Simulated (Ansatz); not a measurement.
# B3N2: from a guess to a relaxed structure

The task: take a trial cell of B3N2 to zero force and stress.

Computed with Ansatz 0.2.0 (DFT PBE, scalar-relativistic, plane waves, PAW, unless a step's input says otherwise).

### Step 1. Starting point

It takes space group Pm-3m (No. 221, cubic). Conventional cell: a = 3.706 Å, b = 3.706 Å, c = 3.706 Å, α = 90.00°, β = 90.00°, γ = 90.00°. B (site symmetry 4/mmm) has 2 N at 1.85 Å as nearest neighbours. N (site symmetry m-3m) has 12 B at 2.62 Å as nearest neighbours. Around N (site symmetry m-3m) lie 6 B at 1.85 Å.

Structure file:

```
B N
1.0
     3.70610    0.00000    0.00000
     0.00000    3.70610    0.00000
     0.00000    0.00000    3.70610
B N
3 2
Direct
  0.00000 0.50000 0.50000
  0.50000 0.00000 0.50000
  0.50000 0.50000 0.00000
  0.00000 0.00000 0.00000
  0.50000 0.50000 0.50000
```

A structure generator made this guess: random cell by space group and Wyckoff sites (Pm-3m, No. 221). Its size is a rough estimate.

### Step 2. The guess as it stands, on a coarse mesh

input.yaml

```yaml
crystal:
  lattice:
    - [3.70609983, 0.0, 0.0]
    - [0.0, 3.70609983, 0.0]
    - [0.0, 0.0, 3.70609983]
  atoms:
    - { symbol: B, position: [0.0, 0.5, 0.5] }
    - { symbol: B, position: [0.5, 0.0, 0.5] }
    - { symbol: B, position: [0.5, 0.5, 0.0] }
    - { symbol: "N", position: [0.0, 0.0, 0.0] }
    - { symbol: "N", position: [0.5, 0.5, 0.5] }
basis:
  ecutwfc: 420
kpoints:
  mp_grid: { grid: [6, 6, 6] }
hamiltonian:
  xc: pbe
scf:
  occupations: { method: gaussian, width: 0.1 }
  lower_state_search: "off"
output:
  forces: true
  stress: true
  eigenvalues: true
```

On the command line:

```sh
$ ansatz run input.yaml --threads 1 --pin off --max-ram 2048MiB --backend cpu --events-out ev --progress --plain --runs-dir out
```

Log, cut to the lines that bear on the results:

```text
Warning: RAYON_NUM_THREADS=1 ignored (pool sized by the plan → 1); use --threads N
[...]
Pseudopotentials: kind: paw
Pseudopotential: B, paw, valence charge 3, recommended cutoff 420 eV (normal), B.paw.azcp
Pseudopotential: N, paw, valence charge 5, recommended cutoff 420 eV (normal), N.paw.azcp
Functional definition: PBE
[...]
Crystal: 5 atoms, lattice volume = 50.904 Å³
Basis set: ecut = 420 eV, 1021 PW (Γ), exchange–correlation on 50×50×50 points (8 copies of the dense FFT grid, shifted against one another)
Bands: 15, of which v1, the nominal top of the filled ones, is band 10 counted from 1 (9 counted from 0)
Symmetry: 48 space group operations
Space group: Pm-3m (ITA 221), of the structure as read, at distance tolerance 3.7e-5 Å
[...]
Entropy (-TS):   -0.031181 eV (-6.236 meV/atom)
Fermi energy:    6.241982 eV
[...]
--- Forces (eV/Å), atoms counted from 1 ---
  atom   1  B      0.00000000    -0.00000000    -0.00000000
  atom   2  B     -0.00000000     0.00000000     0.00000000
  atom   3  B     -0.00000000     0.00000000     0.00000000
  atom   4  N     -0.00000000     0.00000000     0.00000000
  atom   5  N      0.00000000     0.00000000     0.00000000
[...]
--- Stress (GPa, compression-positive) ---
      -28.749639      -0.000000       0.000000
       -0.000000     -28.749639       0.000000
        0.000000       0.000000     -28.749639
  P = ⅓ Tr σ = -28.7496 GPa (-287.496 kbar)
--- Band table (eV; the first three rows and the last of 20) ---
  k-point 0: bands = ["-11.8531", "-6.6294", "-1.5958", "-1.5958", "-1.5958", "3.2083", "3.5339", "3.5339", "4.5978", "4.5978", "4.5978", "9.4234", "9.4234", "9.4234", "10.7383"]
[...]
```

Wall time 1.2 s (1 thread of Arm Neoverse V1, shared host); peak memory 0.27 GiB.

The probe gives pressure -28.7 GPa, largest force 0.00 eV/Å, gap on this mesh none (metal). A guess like this is first relaxed loosely on the coarse mesh.

### Step 3. Spin check on a coarse mesh

input.yaml: that of step 2 with these lines changed.

```diff
@@ -9,4 +9,4 @@
     - { symbol: B, position: [0.5, 0.5, 0.0] }
-    - { symbol: "N", position: [0.0, 0.0, 0.0] }
-    - { symbol: "N", position: [0.5, 0.5, 0.5] }
+    - { symbol: "N", position: [0.0, 0.0, 0.0], spin: 1.0 }
+    - { symbol: "N", position: [0.5, 0.5, 0.5], spin: 1.0 }
 basis:
@@ -24 +24,4 @@
   eigenvalues: true
+  populations: true
+magnetization:
+  spin_polarized: true
```

On the command line:

```sh
$ ansatz run input.yaml --threads 1 --pin off --max-ram 2048MiB --backend cpu --events-out ev --progress --plain --runs-dir out
```

Log, cut to the lines that bear on the results:

```text
[...]
SCF converged after 18 iterations
Magnetization: 0.4786 μB (9.7393 up, 9.2607 down)
Absolute magnetization: 0.4786 μB (∫|ρ↑−ρ↓|, with the PAW one-centre terms)
Spin contamination: 0.0004 ħ² per cell (⟨S²⟩ above its minimum at these occupations)
[...]
  k-point 0 ↑: bands = ["-11.8886", "-6.7088", "-1.6338", "-1.6338", "-1.6338", "3.1120", "3.4389", "3.4389", "4.5223", "4.5223", "4.5223", "9.3077", "9.3077", "9.3077", "10.6316", "10.6316"]
[...]
--- Löwdin populations: 5 sites ---
  site symbol       q [e]    m [muB]
     0      B      2.7599     0.1096
     1      B      2.7599     0.1096
     2      B      2.7599     0.1096
     3      N      5.4059     0.1193
     4      N      5.2255     0.0249
  spilling = 0.004680 (of n_electrons = 19.000000)
```

Wall time 5.1 s (1 thread of Arm Neoverse V1, shared host); peak memory 0.28 GiB.

Site by site:

```csv
atom,moment in the atom's sphere (μB),Löwdin electrons
B1,0.05,2.76
B2,0.05,2.76
B3,0.05,2.76
N4,0.10,5.41
N5,0.02,5.23
```

The same cell is solved with trial moments on N. The largest site moment that stays is 0.10 μB and the cell's total 0.48 μB. The workflow keeps spin only above 0.25 μB on a site, so the next run goes without spin, although a moment survived, so a magnetic state may lie a little lower.

[end of part 1 of 3]
